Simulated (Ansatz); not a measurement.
Input and command of a plane-wave DFT calculation in Ansatz:

```yaml
crystal:
  lattice:
    - [2.8438977389, -4.9257753753, 0.0]
    - [0.0, 0.0, -4.607722049]
    - [8.9647059186, 5.1757753754, 0.0]
  atoms:
    - { symbol: Ti, position: [0.2454667751, 0.75, 0.8709517997] }
    - { symbol: Ti, position: [0.7454667751, 0.75, 0.3951027705] }
    - { symbol: Ti, position: [0.5, 0.25, 0.7902055411] }
    - { symbol: Ti, position: [0.0, 0.25, 0.3143565119] }
    - { symbol: Ti, position: [0.7545332249, 0.75, 0.8709517997] }
    - { symbol: Ti, position: [0.2545332249, 0.75, 0.3951027705] }
    - { symbol: Ti, position: [0.2545332249, 0.25, 0.5565952878] }
    - { symbol: Ti, position: [0.7545332249, 0.25, 0.0807462586] }
    - { symbol: Ti, position: [0.0, 0.75, 0.6373415465] }
    - { symbol: Ti, position: [0.5, 0.75, 0.1614925173] }
    - { symbol: Ti, position: [0.7454667751, 0.25, 0.5565952878] }
    - { symbol: Ti, position: [0.2454667751, 0.25, 0.0807462586] }
    - { symbol: Al, position: [0.5, 0.75, 0.6344653723] }
    - { symbol: Al, position: [0.0, 0.75, 0.1586163431] }
    - { symbol: Al, position: [0.0, 0.25, 0.7930817153] }
    - { symbol: Al, position: [0.5, 0.25, 0.3172326861] }
basis:
  ecutwfc: 420
kpoints:
  mp_grid: { grid: [7, 9, 4] }
hamiltonian:
  xc: pbesol
scf:
  occupations: { method: gaussian, width: 0.15 }
output:
  forces: true
  stress: true
  eigenvalues: true
  write_density: true
  write_potential: true
  elf: true
  volumetric_format: npy
```

```bash
ansatz run input.yaml --threads 2 --pin off --max-ram 5120MiB --backend cpu --events-out ev --progress --plain --runs-dir out
```

Processor: AMD EPYC 9R45 96-Core Processor (Zen 5), 2 threads, on a host shared with other jobs.

Task: How long does it run, and how much memory does it take?

Result: About 18 s on 2 threads of AMD EPYC 9R45 96-Core Processor (Zen 5) (shared host), peak memory 1.4 GiB. It solves 94 bands at 60 k points (the mesh reduced by symmetry) with about 5311 plane waves, in 7 SCF iterations.
